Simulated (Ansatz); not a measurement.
Free-standing chains of the atoms of CdS, named by their start (strip: triangular double chain, ladder: square double chain); atoms and period are relaxed, and energies count from relaxed bulk CdS (F-43m, not its usual structure, 26.02 Å³/atom, gap on the mesh 1.04 eV).

Computed with Ansatz 0.2.0, DFT PBE, scalar-relativistic, plane waves, PAW.

Cutoff 420 eV, Gaussian smearing of 0.05 eV, energies at zero smearing, symmetry of each start kept, collinear spin where a moment is listed.

```
          start atoms k mesh excess energy (eV per host atom) period (Å) gap on the mesh (eV) highest filled level or Fermi level under vacuum (eV) size of the moment (μB per cell)
   linear chain      2  1×1×14                             0.873       4.572                  1.05                                                   5.60                              0.00
dimerised chain      2  1×1×14                             0.873       4.571                  1.05                                                   5.60                              0.00
   zigzag chain      2  1×1×16                             0.727       4.367                  1.99                                                   5.56                              0.00
   ladder chain      4  1×1×14                             0.546       4.532                  1.97                                                      -                              0.00
    strip chain      2  1×1×26                             1.190       2.633                     0                                                      -                              0.15
```

Each run keeps its start's symmetry and one magnetic start, so lower states can exist. Rows stand on unlike meshes and boxes, so starts that end alike can differ by a few hundredths of an eV per atom.